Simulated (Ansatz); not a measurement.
This cell of CaF$_{2}$ (fluorite) is off equilibrium:

```
CELL_PARAMETERS angstrom
      0.00000     5.51101     5.51101
      2.75551     2.75551     5.51101
      2.75551     2.75551     0.00000
ATOMIC_POSITIONS crystal
  Ca 0.99867 0.00133 0.00133
  Ca 0.50133 0.99867 0.99867
  F  0.99093 0.25907 0.24093
  F  0.50907 0.24093 0.25907
  F  0.99093 0.75907 0.74093
  F  0.50907 0.74093 0.75907
```

All values below come from PBE (plane waves to 420 eV, PAW, scalar-relativistic; Ansatz, an electronic-structure program). k mesh 10×10×10 (Γ-centred), Fermi-Dirac smearing 0.05 eV. Stress and pressure are positive under compression. CaF2 was relaxed with its symmetry unable to fall. The PAW data are Ansatz's earlier set.

Question: Predict the force on every atom, in eV/Å.

Answer: 
```csv
atom,Fx,Fy,Fz
Ca1,-0.109,0.000,0.000
Ca2,0.109,0.000,0.000
F3,0.000,0.350,0.000
F4,0.000,-0.350,0.000
F5,0.000,0.350,0.000
F6,0.000,-0.350,0.000
```

(A displaced cell: forces are minus the slopes of the energy, force constants its curvatures, and phonons follow from these.)
